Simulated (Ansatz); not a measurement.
Crystal: BaTe.

```xyz
2
Lattice="0.0000 3.4100 3.4100 3.4100 0.0000 3.4100 3.4100 3.4100 0.0000" Properties=species:S:1:pos:R:3 pbc="T T T"
Ba    0.0000    0.0000    0.0000
Te    3.4100    3.4100    3.4100
```

Base run:

* Program: Ansatz 0.2.0
* Functional: HSE06 form with a typed share of exact exchange
* Potentials or basis: Ansatz PAW
* Cutoff: 420 eV (not typed: the program's choice for these potentials)
* k mesh: 4 × 4 × 4
* Occupations: fermi-dirac, width 0.05 eV
* Spin: no spin polarisation

Its results: band gap on the k mesh 2.12 eV, indirect (least direct gap 2.52 eV); pressure 3.7 GPa.

After a change of settings the same cell gave: band gap on the k mesh 1.69 eV, indirect (least direct gap 2.06 eV); pressure 3.8 GPa. Which change was it?
A. share of exact exchange from 0.25 to 0.1
B. share of exact exchange from 0.25 to 0.2
C. share of exact exchange from 0.25 to 0.3
D. share of exact exchange from 0.25 to 0.4

A.

Caveats: spin-orbit coupling is left out, which moves the levels of the heavy elements; the PAW data sets come from PBE, with cores solved anew for the run's functional, which leaves a small shift of forces and pressure; the thresholds are loose for stress.
